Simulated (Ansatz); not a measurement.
# Ag (Fm-3m) in Ansatz: settings compared

The runs below take Ag through relaxation of cell and atoms, with PBE+D4, PBEsol+D3(BJ).

All numbers are computed with Ansatz 0.2.0; they aren't measurements. Logs are shortened: lines on timing, memory, paths and dates and some standing lists are left out, and cuts for length are marked.

**1. The crystal as given**

Symmetry: Fm-3m, No. 225, cubic system. Conventional cell: a = 4.085 Å, b = 4.085 Å, c = 4.085 Å, α = 90.00°, β = 90.00°, γ = 90.00°. Ag (site symmetry m-3m) is surrounded by 12 Ag at 2.89 Å.

**2. Relaxation of cell and atoms, PBE+D4**

File input.yaml:

```yaml
crystal:
  lattice:
    - [0.0, 2.04275, 2.04275]
    - [2.04275, 0.0, 2.04275]
    - [2.04275, 2.04275, 0.0]
  atoms:
    - { symbol: Ag, position: [0.0, 0.0, 0.0] }
hamiltonian:
  xc: pbe
  pseudopotentials: { kind: paw }
  dispersion: d4
kpoints:
  mp_grid: { grid: [11, 11, 11] }
scf:
  occupations: { method: fermi_dirac, width: 0.05 }
output:
  forces: true
  stress: true
  write_density: true
  write_potential: true
  elf: true
  volumetric_format: npy
relax:
  f_tol: 0.01
  max_steps: 40
  cell: { stress_tol: 0.05 }
```

Potentials or basis: Ansatz PAW.

Run with:

```
$ ansatz run input.yaml --threads 2 --pin off --max-ram 5120MiB --backend cpu --events-out ev --progress --plain --runs-dir out
```

Log:

```text
Warning: RAYON_NUM_THREADS=2 ignored (pool sized by the plan → 2); use --threads N
Engine: ansatz 0.2.0, aarch64-unknown-linux-gnu
Pseudopotentials: kind: paw
Pseudopotential: Ag, paw, valence charge 19, recommended cutoff 420 eV (normal), Ag.paw.azcp
Functional definition: PBE
  parameter kappa = 0.804
  parameter beta = 0.06672455060314922
  exchange = pbe_x(kappa = kappa, mu = beta*pi^2/3)
  correlation = pbe_c(beta = beta)
Crystal: 1 atoms, lattice volume = 17.048 Å³
Basis set: ecut = 420 eV, 331 PW (Γ), exchange–correlation on 40×40×40 points (8 copies of the dense FFT grid, shifted against one another)
Bands: 14, of which v1, the nominal top of the filled ones, is band 10 counted from 1 (9 counted from 0)
Symmetry: 48 space group operations
Space group: Fm-3m (ITA 225), of the structure as read, at distance tolerance 2.6e-5 Å
k-points: 56 of 1331
Non-local potential: Ag, projectors of the file, l = 0: 3, l = 1: 2, l = 2: 2, l = 3: 1
PAW form: soft (Blöchl's): semilocal exchange-correlation on the pseudo side does not see the compensation charge
PAW one-centre angular grid: Ag, 590 points (default); XC on 64 Gauss nodes
Initial density: superposition of atomic densities (neutral atoms: chi_scale 0, normalization atom), corrected by the library's trained network
Initial wavefunctions: pseudopotential atomic-orbital guess
Functional: x = pbe(κ = 0.804, μ = 0.2195149727645171), c = pbe(β = 0.06672455060314922)
SCF iter   1: F=—  HF=-7591.114128 eV  |F-HF|=—  |Δ(HF+E_count)|=         —  Δρ=9.93e-4  dr2=6.36e-5  ethr=1.77e-3  ⟨swp⟩=4.6  Hψ=3981  notcnv=0
preconditioner: auto → none  [metal: Δε(μ)=0.095 eV  Ē_g=16.255 eV  σ=0.050 eV  W_gap=0.44  n_scr=8 (ndim 8)  ℏωp=29.8 eV  f_vac=0.000  D(μ)=0.34/eV (n_scr^D=0)  sad-step TF]
SCF iter   2: F=—  HF=-7591.114318 eV  |F-HF|=—  |Δ(HF+E_count)|=   1.90e-4  Δρ=5.01e-4  dr2=1.22e-5  ethr=3.35e-7  ⟨swp⟩=2.9  Hψ=1722  notcnv=0
SCF iter   3: F=—  HF=-7591.114357 eV  |F-HF|=—  |Δ(HF+E_count)|=   3.87e-5  Δρ=9.90e-5  dr2=3.70e-7  ethr=6.42e-8  ⟨swp⟩=2.0  Hψ=1085  notcnv=0
iter 4 did not close the SCF: its close was put off for the readings that it lacked (scf_convergence_deferred on its scf_iter line)
SCF iter   4: F=-7591.114359 eV  HF=-7591.114359 eV  |F-HF|=8.72e-9  |Δ(HF+E_count)|=   1.89e-6  Δρ=7.50e-6  dr2=3.22e-9  ethr=1.95e-9  ⟨swp⟩=2.0  Hψ=1086  notcnv=0
iter 5 did not close the SCF: its close was put off for the readings that it lacked (scf_convergence_deferred on its scf_iter line)
SCF iter   5: F=-7591.114359 eV  HF=-7591.114359 eV  |F-HF|=9.09e-12  |Δ(HF+E_count)|=   9.19e-9  Δρ=3.72e-7  dr2=1.84e-11  ethr=1.70e-11  ⟨swp⟩=2.1  Hψ=1093  notcnv=0
SCF iter   6: F=-7591.114359 eV  HF=-7591.114359 eV  |F-HF|=9.09e-12  |Δ(HF+E_count)|=  3.64e-12  Δρ=2.42e-7  dr2=8.83e-12  ethr=1.00e-12  ⟨swp⟩=4.0  Hψ=3137  notcnv=0
SCF 1 converged in 6 iterations: F = -7591.114359 eV  dr2 = 8.83e-12
relax step   1: F+E_penalty+E_count = -7591.11435905 eV  Δ(F+E_penalty+E_count) = +0.000e0 eV  max|allowed force component| = 0.000e0 eV/Å  Δτ_max = 0.0000 Å  P = -0.553 GPa  Ω = 17.048 Å³  (6 SCF iters, accepted)
Crystal: 1 atoms, lattice volume = 16.893 Å³
Initial density: handed on by an earlier stage of this run
Initial wavefunctions: those handed on with the density
iter 1 solved again at ethr=6.62e-7 eV; its pass at ethr=3.10e-3 eV (dr2=1.26e-4 eV) is discarded
SCF iter   1: F=—  HF=-7591.114532 eV  |F-HF|=—  |Δ(HF+E_count)|=         —  Δρ=8.93e-4  dr2=1.51e-4  ethr=6.62e-7  ⟨swp⟩=2.2  Hψ=5071  notcnv=0
preconditioner: auto → none  [metal: Δε(μ)=0.105 eV  Ē_g=16.344 eV  σ=0.050 eV  W_gap=0.48  n_scr=8 (ndim 8)  ℏωp=30.0 eV  f_vac=0.000  D(μ)=0.32/eV (n_scr^D=0)]
SCF iter   2: F=—  HF=-7591.114503 eV  |F-HF|=—  |Δ(HF+E_count)|=   2.96e-5  Δρ=5.24e-4  dr2=2.48e-5  ethr=6.62e-7  ⟨swp⟩=2.1  Hψ=1129  notcnv=0
SCF iter   3: F=—  HF=-7591.114481 eV  |F-HF|=—  |Δ(HF+E_count)|=   2.15e-5  Δρ=1.42e-4  dr2=1.76e-6  ethr=1.31e-7  ⟨swp⟩=2.5  Hψ=1226  notcnv=0
SCF iter   4: F=-7591.114481 eV  HF=-7591.114481 eV  |F-HF|=3.26e-9  |Δ(HF+E_count)|=   3.50e-7  Δρ=1.29e-5  dr2=9.37e-9  ethr=5.26e-10  ⟨swp⟩=5.1  Hψ=4011  notcnv=0
SCF 2 converged in 4 iterations: F = -7591.114481 eV  dr2 = 9.37e-9
relax step   2: F+E_penalty+E_count = -7591.11448078 eV  Δ(F+E_penalty+E_count) = -1.217e-4 eV  max|allowed force component| = 0.000e0 eV/Å  Δτ_max = 0.0000 Å  P = +0.450 GPa  Ω = 16.893 Å³  energy of the carried Pulay correction = +6.659e-5 eV  (4 SCF iters, dr2 threshold 1.00e-7 eV, accepted)
Crystal: 1 atoms, lattice volume = 16.962 Å³
iter 1 solved again at ethr=1.29e-7 eV; its pass at ethr=3.10e-3 eV (dr2=2.45e-5 eV) is discarded
SCF iter   1: F=—  HF=-7591.114554 eV  |F-HF|=—  |Δ(HF+E_count)|=         —  Δρ=4.00e-4  dr2=3.03e-5  ethr=1.29e-7  ⟨swp⟩=2.2  Hψ=5025  notcnv=0
preconditioner: auto → none  [metal: Δε(μ)=0.099 eV  Ē_g=16.314 eV  σ=0.050 eV  W_gap=0.46  n_scr=8 (ndim 8)  ℏωp=29.9 eV  f_vac=0.000  D(μ)=0.33/eV (n_scr^D=0)]
SCF iter   2: F=—  HF=-7591.114548 eV  |F-HF|=—  |Δ(HF+E_count)|=   5.90e-6  Δρ=2.34e-4  dr2=5.04e-6  ethr=1.29e-7  ⟨swp⟩=2.2  Hψ=1146  notcnv=0
SCF iter   3: F=—  HF=-7591.114547 eV  |F-HF|=—  |Δ(HF+E_count)|=   1.62e-6  Δρ=6.13e-5  dr2=3.28e-7  ethr=2.65e-8  ⟨swp⟩=2.5  Hψ=1230  notcnv=0
SCF iter   4: F=-7591.114547 eV  HF=-7591.114547 eV  |F-HF|=4.28e-10  |Δ(HF+E_count)|=   7.66e-8  Δρ=5.27e-6  dr2=1.58e-9  ethr=5.26e-10  ⟨swp⟩=6.0  Hψ=3487  notcnv=0
SCF 3 converged in 4 iterations: F = -7591.114547 eV  dr2 = 1.58e-9
relax step   3: F+E_penalty+E_count = -7591.11454664 eV  Δ(F+E_penalty+E_count) = -6.586e-5 eV  max|allowed force component| = 0.000e0 eV/Å  Δτ_max = 0.0000 Å  P = -0.006 GPa  Ω = 16.962 Å³  energy of the carried Pulay correction = +3.678e-5 eV  (4 SCF iters, dr2 threshold 1.00e-7 eV, accepted)
Initial wavefunctions: pseudopotential atomic-orbital guess (no wavefunctions were taken with the density)
iter 1 solved again at ethr=7.08e-9 eV; its pass at ethr=3.10e-3 eV (dr2=1.35e-6 eV) is discarded
SCF iter   1: F=—  HF=-7591.114512 eV  |F-HF|=—  |Δ(HF+E_count)|=         —  Δρ=1.44e-5  dr2=5.35e-9  ethr=7.08e-9  ⟨swp⟩=3.0  Hψ=6172  notcnv=0
preconditioner: auto → none  [metal: Δε(μ)=0.100 eV  Ē_g=16.311 eV  σ=0.050 eV  W_gap=0.46  n_scr=8 (ndim 8)  ℏωp=29.9 eV  f_vac=0.000  D(μ)=0.33/eV (n_scr^D=0)]
SCF iter   2: F=—  HF=-7591.114513 eV  |F-HF|=—  |Δ(HF+E_count)|=   1.06e-6  Δρ=7.23e-6  dr2=1.63e-9  ethr=2.82e-11  ⟨swp⟩=2.2  Hψ=1161  notcnv=0
SCF iter   3: F=—  HF=-7591.114513 eV  |F-HF|=—  |Δ(HF+E_count)|=   2.34e-9  Δρ=2.81e-6  dr2=9.66e-10  ethr=8.56e-12  ⟨swp⟩=2.1  Hψ=1102  notcnv=0
SCF iter   4: F=-7591.114513 eV  HF=-7591.114513 eV  |F-HF|=9.09e-13  |Δ(HF+E_count)|=  1.79e-10  Δρ=3.01e-7  dr2=6.24e-12  ethr=1.00e-12  ⟨swp⟩=3.8  Hψ=3306  notcnv=0
SCF 4 converged in 4 iterations: F = -7591.114513 eV  dr2 = 6.24e-12
relax step   4: F+E_penalty+E_count = -7591.11451307 eV  Δ(F+E_penalty+E_count) = +3.357e-5 eV  max|allowed force component| = 0.000e0 eV/Å  Δτ_max = 0.0000 Å  P = -0.004 GPa  Ω = 16.962 Å³  stress off target by 4.34e-3 GPa  SCF on the basis re-selected at this cell (its energy is not comparable with the rows above)  (4 SCF iters)
basis re-selected at this cell: Δ(F+E_penalty+E_count) = +3.357e-5 eV, ΔP = +0.002 GPa vs the last step (what re-selecting the basis moved, of the pressure what is left beyond the Pulay correction that the steps carried, after the strain that the cell walked since its last selection, with what the two solves' SCF thresholds leave and, on support functions, any second-order correction that the steps lacked; it is no measure of the basis error at this ecutwfc). This SCF's stress stands 4.34e-3 GPa from its target on what of the cell is left free (relax.cell.stress_tol is 5.00e-2 GPa) and its largest allowed force component is 0.00e0 eV/Å (relax.f_tol is 1.00e-2 eV/Å): within both
SCF converged after 4 iterations
Free energy (F): -7591.114513 eV
Harris-Foulkes:  -7591.114513 eV  (|F-HF|=9.09e-13)
Internal energy: -7591.111876 eV  (E = F + TS)
E sigma→0 (E₀):  -7591.113194 eV
Entropy (-TS):   -0.002637 eV (-2.637 meV/atom)
Fermi energy:    17.725991 eV
--- Per-component energies (eV) ---
  E_band       = -232.218186
  E_kinetic    = 527.575934
  E_local      = -2185.314604  (includes V_loc(G=0)·N_el)
  E_nonlocal   = 79.816115
  E_hartree    = 996.078636
  E_xc         = -185.126381
  E_vxc        = -235.261159  (∫ρ·V_xc dr)
  E_paw        = -3901.827329  (= ΣΔE_a)
  E_vpaw       = -411.192036  (= ΣTr[D̂ρ^β])
  E_aug_tail   = 0.000326  (compensation charges beyond the density's cutoff)
  E_ewald      = -2921.743841
  E_disp       = -0.570733  (pairwise vdW)
  E_smearing   = -0.002637  (= −TS)
  E_closure    = -0.000000  (closes the sum)
  Σ components = -7591.114513   (vs F -7591.114513, Δ=0.00e0)
--- Forces (eV/Å), atoms counted from 1 ---
  atom   1  Ag    -0.00000000     0.00000000     0.00000000
  max |Σ_I F_I| component: 1.39e-32 eV/Å
--- Stress (GPa, compression-positive) ---
       -0.004342      -0.000000       0.000000
       -0.000000      -0.004342      -0.000000
       -0.000000      -0.000000      -0.004342
  P = ⅓ Tr σ = -0.0043 GPa (-0.043 kbar)
--- Band table (eV; the first three rows and the last of 56) ---
  k-point 0: bands = ["-74.5059", "-37.8947", "-37.8947", "-37.8947", "9.6631", "12.6716", "12.6716", "12.6716", "13.7195", "13.7195", "33.3782", "36.9891", "36.9891", "36.9891"]
  k-point 1: bands = ["-74.5045", "-37.9081", "-37.8967", "-37.8967", "9.9200", "12.6157", "12.7408", "12.7408", "13.6950", "13.6950", "33.3607", "35.2415", "37.1050", "37.1050"]
  k-point 2: bands = ["-74.5008", "-37.9438", "-37.9021", "-37.9021", "10.5892", "12.5789", "12.8649", "12.8649", "13.7044", "13.7044", "31.2347", "34.2587", "37.2802", "37.2802"]
  k-point 55: bands = ["-74.4826", "-38.0116", "-38.0025", "-37.9562", "11.7753", "12.1917", "12.6168", "13.7399", "14.6743", "22.8597", "23.0411", "24.8391", "26.7274", "38.5654"]
--- Relaxed structure (3 steps of the walk, 3 accepted, 1 SCFs on fresh bases) ---
  F+E_penalty+E_count = -7591.11451307 eV   max|allowed force component| = 0.000e0 eV/Å   (the final SCF, on the basis selected at the relaxed cell)
  cell:  # Å, volume = 16.9621 Å³
    - [-1.273843008223897e-35, 2.039309528730171, 2.039309528730171]
    - [2.039309528730171, 1.273843008223896e-35, 2.039309528730171]
    - [2.039309528730171, 2.039309528730171, 1.2738430082238973e-34]
  atoms:
    - { symbol: Ag, position: [0.0, 0.0, 0.0] }
```

Wall time 2.1 s (2 threads of Arm Neoverse V1, shared host); peak memory 0.28 GiB.

What came out:

- Free energy: -7591.1145 eV
- Relaxed volume: 16.96 Å³/atom
- Relaxed cell: a = 2.884 Å, b = 2.884 Å, c = 2.884 Å, α = 60.00°, β = 60.00°, γ = 60.00°
- Space group after relaxing (to 0.05 Å): Fm-3m (No. 225)
- Energy gained by relaxing: 0.2 meV/atom
- Ionic steps: 4
- Pressure after relaxing: 0.0 GPa
- Band gap on the k mesh: none (metal or under the smearing width)

Step by step:
```
step  energy change (eV)  largest force (eV/Å)  volume (Å³)
   1              0.0000                0.0000        17.05
   2             -0.0001                0.0000        16.89
   3             -0.0002                0.0000        16.96
   4             -0.0002                0.0000        16.96
```

Final structure:
```
CELL_PARAMETERS angstrom
0.00000 2.03931 2.03931
2.03931 0.00000 2.03931
2.03931 2.03931 0.00000
ATOMIC_POSITIONS crystal
Ag 0.00000 0.00000 0.00000
```

Levels at points of the mesh, in eV from the Fermi level:
| k point | band 7 | band 8 | band 9 | band 10 | band 11 | band 12 | band 13 | band 14 |
| --- | --- | --- | --- | --- | --- | --- | --- | --- |
| (0.00, 0.00, 0.00) | -5.05 | -5.05 | -4.01 | -4.01 | 15.65 | 19.26 | 19.26 | 19.26 |

Caveat: the plane-wave basis is chosen anew once the cell has moved, so the energies of steps on either side of that aren't comparable; pairwise dispersion overbinds metals, which lowers pressure and volume.

**3. Relaxation of cell and atoms, PBEsol+D3(BJ)**

input.yaml: that of step 2 with these lines changed.

```diff
@@ -8,5 +8,5 @@
 hamiltonian:
-  xc: pbe
+  xc: pbesol
   pseudopotentials: { kind: paw }
-  dispersion: d4
+  dispersion: d3bj
 kpoints:
```

Potentials or basis: Ansatz PAW.

Run with:

```
$ ansatz run input.yaml --threads 2 --pin off --max-ram 5120MiB --backend cpu --events-out ev --progress --plain --runs-dir out
```

Run time: 2.3 s. Hardware: 2 threads of Arm Neoverse V1, shared host; peak memory 0.28 GiB.

Results (log left out):

* Free energy: -7522.8259 eV
* Relaxed volume: 15.89 Å³/atom
* Relaxed cell: a = 2.822 Å, b = 2.822 Å, c = 2.822 Å, α = 60.00°, β = 60.00°, γ = 60.00°
* Space group after relaxing (to 0.05 Å): Fm-3m (No. 225)
* Energy gained by relaxing: 31.8 meV/atom
* Ionic steps: 4
* Pressure after relaxing: 0.0 GPa
* Band gap on the k mesh: none (metal or under the smearing width)

The path:
| step | energy change (eV) | largest force (eV/Å) | volume (Å³) |
| --- | --- | --- | --- |
| 1 | 0.0000 | 0.0000 | 17.05 |
| 2 | -0.0313 | 0.0000 | 16.07 |
| 3 | -0.0322 | 0.0000 | 15.89 |
| 4 | -0.0318 | 0.0000 | 15.89 |

Final structure:
```
Ag
1.0
     0.00000    1.99550    1.99550
     1.99550    0.00000    1.99550
     1.99550    1.99550    0.00000
Ag
1
Direct
  0.00000 0.00000 0.00000
```

Levels at points of the mesh, in eV from the Fermi level:
| k point | band 6 | band 7 | band 8 | band 9 | band 10 | band 11 | band 12 | band 13 | band 14 |
| --- | --- | --- | --- | --- | --- | --- | --- | --- | --- |
| (0.00, 0.00, 0.00) | -5.19 | -5.19 | -5.19 | -4.00 | -4.00 | 15.78 | 19.77 | 19.77 | 19.77 |

Caveat: the plane-wave basis is chosen anew once the cell has moved, so the energies of steps on either side of that aren't comparable; pairwise dispersion overbinds metals, which lowers pressure and volume; the PAW data sets come from PBE, with cores solved anew for the run's functional, which leaves a small shift of forces and pressure.
